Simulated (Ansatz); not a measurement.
Te₂Pb: course of a relaxation

Level of theory: DFT PBE, scalar-relativistic, plane waves, PAW in Ansatz 0.2.0. (420 eV cutoff, 10×10×10 k-mesh, Gaussian smearing of 0.10 eV, no spin polarisation)

What was changed in GeSe2: Ge → Pb, Se → Te on all its sites, cell and atoms relaxed.

Spin–orbit coupling is left out, which can shift energies with elements as heavy as these.

Command:

```bash
ansatz run input.yaml --threads 1 --pin off --max-ram 2560MiB --backend cpu --events-out ev --progress --plain --runs-dir out
```

Input:

```yaml
crystal:
  lattice:
    - [-2.7839033883, 2.7839033883, 7.5861812456]
    - [2.7839033883, -2.7839033883, 7.5861812456]
    - [2.7839033883, 2.7839033883, -7.5861812456]
  atoms:
    - { symbol: Pb, position: [0.75, 0.25, 0.5] }
    - { symbol: Pb, position: [0.0, 0.0, 0.0] }
    - { symbol: Te, position: [0.4839947326, 0.625, 0.3589947326] }
    - { symbol: Te, position: [0.375, 0.7339947326, -0.1410052674] }
    - { symbol: Te, position: [0.875, 0.5160052674, 1.1410052674] }
    - { symbol: Te, position: [0.2660052674, 0.125, 0.6410052674] }
basis:
  ecutwfc: 420
kpoints:
  mp_grid: { grid: [10, 10, 10] }
hamiltonian:
  xc: pbe
scf:
  occupations: { method: gaussian, width: 0.1 }
output:
  forces: true
  stress: true
  eigenvalues: true
relax:
  adjacent_minimum: "off"
  f_tol: 0.01
  max_steps: 60
  cell: { stress_tol: 0.1 }
```

F is the free energy. Steps run on the plane waves of an earlier cell, but the last one, and at times one on the way, on a freshly chosen basis, so a repeated geometry can differ a little in energy.

Steps:

| step | F − F(1) (eV) | largest force component (eV/Å) | V (Å³/atom) | P (GPa) |
| --- | --- | --- | --- | --- |
| 1 | 0.0000 | 0.158 | 39.196 | 0.11 |
| 2 | -0.0156 | 0.033 | 39.280 | 0.04 |
| 3 | -0.0174 | 0.007 | 39.394 | 0.03 |
| 4 | -0.0176 | 0.006 | 39.520 | -0.01 |
| 5 | -0.0179 | 0.006 | 39.520 | -0.01 |

Relaxed structure:

```xyz
6
Lattice="-2.7764 2.7764 7.6900 2.7764 -2.7764 7.6900 2.7764 2.7764 -7.6900" Properties=species:S:1:pos:R:3 pbc="T T T"
Pb    0.0000    2.7764    3.8450
Pb    0.0000    0.0000    0.0000
Te    1.3882    0.5608    5.7675
Te    0.5608   -1.3882    9.6126
Te    2.2156    4.1647    1.9225
Te    1.3882    2.2156   -1.9225
```

The structure is tetragonal, space group I-42d (No. 122). The conventional cell has a = 5.553 Å, b = 5.553 Å, c = 15.380 Å, α = 90.00°, β = 90.00°, γ = 90.00°. Pb (site symmetry -4) has 4 Te at 3.25 Å as nearest neighbours. Around Te (site symmetry 2) lie 2 Te at 2.99 Å and 2 Pb at 3.25 Å.

The run converged. It took 10 min on 1 thread of Arm Neoverse V1 (shared host), peak memory 1.1 GiB.